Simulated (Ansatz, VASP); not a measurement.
Y: VASP and Ansatz over several settings

```
CELL_PARAMETERS angstrom
3.71894 0.00000 0.00000
-1.85947 3.22069 0.00000
0.00000 0.00000 5.84299
ATOMIC_POSITIONS crystal
Y 0.66667 0.33333 0.75000
Y 0.33333 0.66667 0.25000
```

Change from the starting cell: volume scaled by 1.06.

Single points on this cell with VASP 6.6.1 and Ansatz 0.2.0. Each row is one pair of runs. Alike in all rows: spin: off; k mesh: 8 × 8 × 5; smearing: fermi-dirac, width 0.05 eV; VASP's potentials, cutoff: VASP PAW PBE potentials, release 64 (Y_sv), 520 eV.

```csv
level,"Ansatz's potentials, cutoff","gap on the k mesh at the Fermi level (eV), VASP","gap on the k mesh at the Fermi level (eV), Ansatz","pressure (GPa), VASP","pressure (GPa), Ansatz","largest component of the traceless stress (GPa), VASP","largest component of the traceless stress (GPa), Ansatz"
PBE,"Ansatz PAW, 420 eV",none,none,-2.3,-2.3,0.26,0.26
PBE,"Ansatz PAW earlier set, 480 eV",none,none,-2.3,-2.3,0.26,0.26
PBE,"JTH PAW, 900 eV",none,none,-2.3,-2.3,0.26,0.26
PBE,"SPMS NC, 435 eV",none,none,-2.3,-2.2,0.26,0.25
PBE,"PseudoDojo standard (PBE files), 980 eV",none,none,-2.3,-2.2,0.26,0.26
PBE,"PseudoDojo stringent (PBE files), 980 eV",none,?,-2.3,?,0.26,?
PBE,"Ansatz NC, 980 eV",none,none,-2.3,-2.2,0.26,0.26
```

Problem. Fill in what Ansatz gave in row 6.

Solution. gap on the k mesh at the Fermi level (eV): none; pressure (GPa): -2.2; largest component of the traceless stress (GPa): 0.26.

A gap of «none» marks a metal or a gap that the smearing closes.
